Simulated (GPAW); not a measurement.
Crystal: SrO.

```
Sr O
1.0
     0.00000    2.56630    2.56630
     2.56630    0.00000    2.56630
     2.56630    2.56630    0.00000
Sr O
1 1
Direct
  0.50000 0.50000 0.50000
  0.00000 0.00000 0.00000
```

Base run:

* Program: GPAW 26.7.0
* Functional: LDA
* Potentials or basis: the program's PAW data sets (release 1.2.1) made for this functional
* Cutoff: 800 eV
* Basis: pw
* k mesh: 7 × 7 × 7
* Occupations: fermi-dirac, width 0.05 eV
* Spin: spin-orbit coupling, no magnetisation

Its results: band gap on the k mesh 3.27 eV, indirect (least direct gap 3.34 eV); pressure -3.2 GPa.

**Question.** The run is repeated on the same cell with these changes: cutoff from 800 eV to 650 eV; spin from spin-orbit coupling, no magnetisation to no spin polarisation. What comes out?

**Answer.** Band gap on the k mesh 3.30 eV, indirect (least direct gap 3.38 eV); pressure -4.5 GPa.

Spin-orbit coupling splits the band edges, which narrows the gap.

Caveats: spin-orbit coupling was added after a scalar SCF, so levels and gaps hold it while energy, forces, pressure and moments don't (some runs); this program's spin-orbit splittings come out too wide for heavy elements (some runs); the mesh misses the band edges, which the band path finds closer together (some runs); the cutoff is short for stress and forces, so pressures can be off by a GPa or more (some runs); an odd mesh through Γ misses points on the zone boundary, where band edges often lie (some runs).

Not every run made on this cell is shown here.
